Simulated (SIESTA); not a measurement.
# C in SIESTA: convergence with k mesh

Input of the first run (k mesh 3 × 3 × 1); the others differ in this setting and in those tied to it:

Contents of C.fdf:

```
SystemName                      C
SystemLabel                     C
NumberOfSpecies                 1
NumberOfAtoms                   6
%block ChemicalSpeciesLabel
  1   6 C
%endblock ChemicalSpeciesLabel

LatticeConstant                 1.0 Ang
%block LatticeVectors
     2.4699988104     0.0000000000     0.0000000000
    -1.2349994052     2.1390817171     0.0000000000
     0.0000000000     0.0000000000    21.8239500000
%endblock LatticeVectors
AtomicCoordinatesFormat         Fractional
%block AtomicCoordinatesAndAtomicSpecies
     0.0000000000     0.0000000000     0.3436591451  1  C
     0.3333333333     0.6666666666     0.3452147755  1  C
     0.0000000000     0.0000000000     0.4992221848  1  C
     0.6666666667     0.3333333334     0.5007778152  1  C
     0.0000000000     0.0000000000     0.6547852245  1  C
     0.3333333333     0.6666666666     0.6563408549  1  C
%endblock AtomicCoordinatesAndAtomicSpecies

%block kgrid.MonkhorstPack
    3   0   0  0.0
    0   3   0  0.0
    0   0   1  0.0
%endblock kgrid.MonkhorstPack
XC.Functional                   GGA
XC.Authors                      PBE
PAO.BasisSize                   DZP
PAO.EnergyShift                 0.003 Ry
Mesh.Cutoff                     500 Ry
OccupationFunction              FD
ElectronicTemperature           0.05 eV
Slab.DipoleCorrection           vacuum
MaxSCFIterations                120
SCF.MustConverge                false
SCF.Mixer.Method                Pulay
SCF.Mixer.Weight                0.25
SCF.Mixer.History               8
SCF.DM.Tolerance                5.0e-05
SCF.H.Tolerance                 1.0e-03 eV
WriteForces                     true
Charge.Mulliken                 end
```

Potentials or basis: PseudoDojo 0.4 standard (PBE files), DZP (energy shift 0.003 Ry).

Command:

```bash
$ siesta < C.fdf > C.out 2>&1
```

The slab is cut from a database's or a generator's crystal, which needn't be the stable form of the element.

Hardware: 1 thread of Arm Neoverse V1 (shared host).

Task: The values tried are 3 × 3 × 1, 5 × 5 × 1, 7 × 7 × 1, 8 × 8 × 1, 10 × 10 × 1, 12 × 12 × 1, 15 × 15 × 1, loosest first. From which on does the gap on the mesh stay within 0.01 eV of the tightest run that finished?

Result: From 12 × 12 × 1 on.

| k mesh | energy less the tightest run, at zero smearing (meV/atom) | largest force (eV/Å) | gap on the mesh (eV) | SCF cycles | CPU time (s) | peak memory (GiB) |
| --- | --- | --- | --- | --- | --- | --- |
| 3 × 3 × 1 | 247.14 | 0.613 | - | 18 | 61 | 0.28 |
| 5 × 5 × 1 | 9.41 | 0.522 | 2.583 | 10 | 41 | 0.28 |
| 7 × 7 × 1 | -6.60 | 0.532 | 2.388 | 10 | 42 | 0.28 |
| 8 × 8 × 1 | -1.15 | 0.527 | 1.768 | 10 | 43 | 0.28 |
| 10 × 10 × 1 | -2.64 | 0.531 | 1.488 | 10 | 44 | 0.28 |
| 12 × 12 × 1 | 1.12 | 0.531 | 0.000 | 11 | 50 | 0.28 |
| 15 × 15 × 1 | 0.00 | 0.531 | 0.000 | 11 | 53 | 0.28 |

Against the tightest run, the largest force stays within 0.005 eV/Å from 7 × 7 × 1 on. Not settled before the last step: the energy (to 1 meV/atom). Meshes of other sizes hit other points, so gaps and Fermi surfaces needn't settle smoothly. The tightest run that finished is the yardstick and may itself not be fully converged.

Caveat, for the tightest run too: the basis of atomic orbitals isn't converged, which shifts pressures, moduli and gaps.
